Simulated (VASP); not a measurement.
A run of VASP 6.6.1:

File INCAR:

```
SYSTEM = C
ALGO = Fast ; EDIFF = 1E-6
ENCUT = 520 ; GGA = PE
ISIF = 2 ; ISMEAR = 0
LASPH = .True. ; LCHARG = .True.
LELF = .True. ; LREAL = .False.
LVHAR = .True. ; LWAVE = .False.
NBANDS = 36 ; NELM = 60
PREC = Accurate ; SIGMA = 0.012
```

The input KPOINTS:

```
k-points
0
Gamma
  12 12 3
  0 0 0
```

Contents of POSCAR:

```
C
1.0
    2.5221000000      0.0000000000      0.0000000000
   -1.2610500000      2.1842026709      0.0000000000
    0.0000000000      0.0000000000     12.3557000000
C
12
Direct
    0.6666666667      0.3333333333      0.3541700000
    0.3333333333      0.6666666667      0.8541700000
    0.6666666667      0.3333333333      0.1458300000
    0.3333333333      0.6666666667      0.6458300000
    0.6666666667      0.3333333333      0.4791700000
    0.3333333333      0.6666666667      0.9791700000
    0.6666666667      0.3333333333      0.0208300000
    0.3333333333      0.6666666667      0.5208300000
    0.0000000000      0.0000000000      0.8125000000
    0.0000000000      0.0000000000      0.3125000000
    0.0000000000      0.0000000000      0.6875000000
    0.0000000000      0.0000000000      0.1875000000
```

Potentials or basis: VASP PAW PBE potentials, release 64 (C).

Command:

```bash
$ cat potpaw_PBE.64/C/POTCAR > POTCAR
$ mpirun -np 1 vasp_std > vasp.out
```

Hardware: 1 thread of AMD EPYC 7R43 64-Core Processor (Zen 3) (shared host).

**Question.** Estimate the wall time of this run.

**Answer.** Run time: 89 s on 1 thread of AMD EPYC 7R43 64-Core Processor (Zen 3) (shared host), peak memory 0.17 GiB. Counts: scf iterations 14, k points 38.
